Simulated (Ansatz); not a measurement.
# Ni under changes of volume

One of the cells (10.492 Å³/atom); the others are scaled copies at fixed shape and fractional positions:

```
CELL_PARAMETERS angstrom
0.00000 1.73757 1.73757
1.73757 0.00000 1.73757
1.73757 1.73757 0.00000
ATOMIC_POSITIONS crystal
Ni 0.00000 0.00000 0.00000
```

* Program: Ansatz 0.2.0
* Functional: wPBEh
* Potentials or basis: Ansatz PAW
* Cutoff: 420 eV (not typed: the program's choice for these potentials)
* k mesh: 7 × 7 × 7
* Occupations: fermi-dirac, width 0.05 eV
* Spin: collinear spin, ferromagnetic start
* Starting moments: [1.0] μB

| volume (Å³/atom) | energy over the lowest point (meV/atom) | pressure (GPa) |
| --- | --- | --- |
| 9.862 | 67.78 | 24.0 |
| 10.072 | ? | ? |
| 10.282 | 20.66 | 12.3 |
| 10.492 | 7.84 | 7.3 |
| 10.702 | 1.30 | 3.0 |
| 10.912 | 0.00 | -1.0 |
| 11.122 | 3.41 | -4.5 |

What does the run at 10.072 Å³/atom give?

Energy over the lowest point 40.35 meV/atom; pressure 17.8 GPa.

Worked out: A Birch-Murnaghan fit of order 3 (a polynomial in V^(-2/3)) to the other rows has its minimum at 10.86 Å³/atom with B0 = V·E''(V) = 191 GPa and B' = 5.7. It gives 40.27 meV/atom at 10.072 Å³/atom, against the run's 40.35, and -dE/dV = 17.9 GPa, against 17.8.

Energies are extrapolated to zero smearing.

Caveats: all runs use coarse meshes; the magnetic or orbital state may not be the lowest; the PAW data sets come from PBE, with cores solved anew for the run's functional, which leaves a small shift of forces and pressure; the thresholds are loose for stress.
